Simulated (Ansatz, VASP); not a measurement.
## Two plane-wave programs on TiC

```
Ti C
1.0
     3.04209    0.00000    0.00000
     0.00000    5.26905    0.00000
     0.00000    0.00000    5.39594
Ti C
4 4
Direct
  0.00000 0.33333 0.25000
  0.00000 0.33333 0.75000
  0.50000 0.83333 0.25000
  0.50000 0.83333 0.75000
  0.50000 0.16667 0.00000
  0.50000 0.16667 0.50000
  0.00000 0.66667 0.00000
  0.00000 0.66667 0.50000
```

Alike in both runs: task single point; functional PBE; k mesh 8 × 4 × 4; occupations gaussian, width 0.2 eV; no spin polarisation.

|  | VASP | Ansatz |
| --- | --- | --- |
| version | VASP 6.6.1 | Ansatz 0.2.0 |
| potentials or method | VASP PAW PBE potentials, release 64 (Ti_sv, C) | scalar-relativistic, plane waves, PAW |
| plane-wave cutoff (eV) | 520 | 420 |
| valence electrons in the cell | 64 | 64 |

Ansatz gave:

| Item | Value |
| --- | --- |
| gap on the k mesh at the Fermi level (eV) | none |
| pressure (GPa) | 0.1 |
| largest component of the traceless stress (GPa) | 0.54 |

Question: Estimate VASP's values.

Answer: gap on the k mesh at the Fermi level (eV): none; pressure (GPa): 0.3; largest component of the traceless stress (GPa): 0.54.

A gap of «none» marks a metal or a gap that the smearing closes.
